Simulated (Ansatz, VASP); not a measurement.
## BAs: VASP beside Ansatz

Contents of INCAR:

```
PREC = Accurate ; ENCUT = 600
EDIFF = 1E-7 ; ISMEAR = -1
SIGMA = 0.05 ; LREAL = False
LASPH = True ; NELM = 60
ALGO = Normal ; ISIF = 3
LWAVE = False ; LCHARG = False
GGA = B5 ; ALDAX = 1.0
AGGAX = 1.0 ; AGGAC = 1.0
ALDAC = 0.0 ; IVDW = 13
VDW_S6 = 1.0 ; VDW_S8 = 2.34076671
VDW_A1 = 0.44488865 ; VDW_A2 = 4.0933009
IBRION = 2 ; NSW = 80
EDIFFG = -0.005
```

Contents of KPOINTS:

```
Automatic mesh
0
Gamma
  10 10 10
```

File POSCAR:

```
BAs
1.0
    0.0000000000      2.3885000000      2.3885000000
    2.3885000000      0.0000000000      2.3885000000
    2.3885000000      2.3885000000      0.0000000000
As B
1 1
Direct
    0.7500000000      0.7500000000      0.7500000000
    0.0000000000      0.0000000000      0.0000000000
```

Contents of input.yaml:

```yaml
crystal:
  lattice:
    - [0.0, 2.3885, 2.3885]
    - [2.3885, 0.0, 2.3885]
    - [2.3885, 2.3885, 0.0]
  atoms:
    - { symbol: As, position: [0.75, 0.75, 0.75] }
    - { symbol: B, position: [0.0, 0.0, 0.0] }
kpoints:
  mp_grid: { grid: [10, 10, 10] }
scf:
  occupations: { method: fermi_dirac, width: 0.05 }
hamiltonian:
  xc: blyp
  dispersion: d4
  pseudopotentials: { kind: all_electron, lapw: { basis_error: 0.001 } }
output:
  forces: true
  stress: true
relax:
  f_tol: 0.005
  max_steps: 60
  cell: {}
```

Alike in both runs: task relaxation of cell and atoms; functional BLYP; dispersion D4; k mesh 10 × 10 × 10; occupations fermi-dirac, width 0.05 eV; no spin polarisation.

|  | VASP | Ansatz |
| --- | --- | --- |
| version | VASP 6.6.1 | Ansatz 0.2.0 |
| potentials or method | VASP PAW PBE potentials, release 64 (As, B) | all-electron LAPW, scalar-relativistic |
| plane-wave cutoff (eV) | 600 | see its input |

Ansatz gave:

| Item | Value |
| --- | --- |
| relaxed volume (Å³/atom) | 13.51 |
| relaxed cell length with the largest relative difference (Å) | 3.369 |

**Question.** Which values does VASP return?

**Answer.** Relaxed volume (Å³/atom): 13.60; relaxed cell length with the largest relative difference (Å): 3.376.

Ansatz ran all-electron here, so the differences hold the error of VASP's frozen core and of both bases.

Caveats: the PAW data sets were made with another functional, which shifts forces and pressure a little (VASP). A k mesh can miss the band edges.
